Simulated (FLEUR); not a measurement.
# FeO (Wuestite): equation of state with SCAN

FeO (Wuestite):

```xyz
2
Lattice="0.0000 2.1554 2.1554 2.1554 0.0000 2.1554 2.1554 2.1554 0.0000" Properties=species:S:1:pos:R:3 pbc="T T T"
Fe    0.0000    0.0000    0.0000
O     2.1554    2.1554    2.1554
```

```json
{"Program": "FLEUR MaX-R8.1 (later development tree)", "Task": "equation of state", "Functional": "SCAN", "Potentials or basis": "all-electron", "Basis": "FLAPW", "Kmax": "4.73 1/bohr", "k mesh": "11 × 11 × 11", "Occupations": "fermi-dirac, width 0.05 eV", "Spin": "collinear spin, program default start"}
```

* Equilibrium volume: 9.65 Å³/atom
* Bulk modulus: 216 GPa

Energy against volume, from the lowest point:
```csv
volume (Å³/atom),energy (meV/atom)
9.413,3.89
9.613,0.00
10.013,8.47
10.414,35.38
10.614,54.24
```

Caveat: the meta-GGA is that of a development version, with a GGA for the radial functions and cores and without core tails.
